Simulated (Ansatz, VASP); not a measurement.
AlN: VASP beside Ansatz

```
Al N
1.0
     0.00000    1.90479    1.90479
     1.90479    0.00000    1.90479
     1.90479    1.90479    0.00000
Al N
1 1
Direct
  0.50000 0.50000 0.50000
  0.00000 0.00000 0.00000
```

Alike in both runs: task single point; functional r2SCAN; k mesh 10 × 10 × 10; occupations gaussian, width 0.05 eV; no spin polarisation.

|  | VASP | Ansatz |
| --- | --- | --- |
| version | VASP 6.6.1 | Ansatz 0.2.0 |
| potentials or method | VASP PAW PBE potentials, release 64 (Al, N) | scalar-relativistic, plane waves, PAW |
| plane-wave cutoff (eV) | 520 | 500 |
| valence electrons in the cell | 8 | 8 |

VASP gave:

```
gap on the k mesh at the Fermi level (eV) : 5.61
least direct gap on the mesh (eV)         : 9.01
```

**Question.** Estimate Ansatz's values.

**Answer.** gap on the k mesh at the Fermi level (eV): 5.66; least direct gap on the mesh (eV): 9.05.

With one functional, cell and mesh, what is left measures potentials, basis and numerics.

 A k mesh can miss the band edges. r2SCAN opens gaps a little over a GGA but as a rule still falls short of measured ones.
